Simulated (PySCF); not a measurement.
How exact exchange moves a shielding

Molecule: `CCC=O`, C₃H₆O.

Geometry (Å), atoms numbered from 1 in this order:
```xyz
10

C    -1.063    0.470   -0.100
C     0.046   -0.558   -0.172
C     1.378   -0.058    0.312
O     1.588    1.058    0.705
H    -2.012    0.059   -0.472
H    -0.813    1.359   -0.696
H    -1.217    0.810    0.935
H    -0.188   -1.468    0.412
H     0.203   -0.929   -1.203
H     2.203   -0.819    0.283
```

GIAO shieldings (ppm, equivalent atoms averaged) in PySCF on the PBE0-D3(BJ)/def2-SVP geometry, basis pcSseg-2, gas phase, non-relativistic:

```tsv
functional	exact exchange (%)	σ(C3)	σ(C2)
BLYP	0	-34.5	128.2
BP86	0	-29.9	133.4
PBE	0	-30.5	133.3
B3LYP	20	-31.4	134.4
PBE0	25	-26.6	140.4
mPW1PW91	25	-27.1	139.9
HF	100	-14.1	153.4
```

Task: Fit each shielding as a line in the percentage of exact exchange.

Result: σ(C3) = -32.0 + 0.18 x (rms 1.8 ppm); σ(C2) = 132.2 + 0.22 x (rms 2.3 ppm). The functionals also differ in their semilocal parts, which the line can't hold; Hartree–Fock has no correlation at all.

Task: What does the line predict for BHandHLYP (50 %), and what does the run give?

Result: σ(C3): -23.0 predicted, -26.1 computed; σ(C2): 143.2 predicted, 142.0 computed ppm.
